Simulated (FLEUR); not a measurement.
YN:

```
CELL_PARAMETERS angstrom
0.00000 2.43850 2.43850
2.43850 0.00000 2.43850
2.43850 2.43850 0.00000
ATOMIC_POSITIONS crystal
Y 0.00000 0.00000 0.00000
N 0.50000 0.50000 0.50000
```

Program: FLEUR MaX-R8.1 (later development tree). Alike in all runs: potentials or basis all-electron, FLAPW; no spin polarisation; cell as given; smearing fermi-dirac 0.05 eV.

Question: Order these runs on this cell by their band gap on the k mesh, lowest first.
A. level r2SCAN; k mesh 9 × 9 × 9; gmax 13.3 1/bohr; muffin-tin radii Y 2.59, N 1.68 bohr; max iterations 80; mixer history 30; density convergence 0.0001 me/bohr^3; kmax 4.29 1/bohr
B. level PBEsol; k mesh 9 × 9 × 9; gmax 13.7 1/bohr; muffin-tin radii Y 2.51, N 1.63 bohr; max iterations 60; mixer history 15; density convergence 1e-05 me/bohr^3; kmax 4.42 1/bohr
C. level HSE06; k mesh 6 × 6 × 6; gmax 13.3 1/bohr; muffin-tin radii Y 2.59, N 1.68 bohr; max iterations 30; mixer history 15; density convergence 0.0001 me/bohr^3; kmax 4.29 1/bohr

Answer: B (0.16 eV), A (0.63 eV), C (1.07 eV).

Caveats: the meta-GGA is that of a development version, with a GGA for the radial functions and cores and without core tails (some runs); an odd mesh through Γ misses points on the zone boundary, where band edges often lie (some runs); core states are solved in the semilocal potential (some runs).

A k mesh can miss the band edges, odd and even meshes differently.

The runs were made with more than one version of the program.
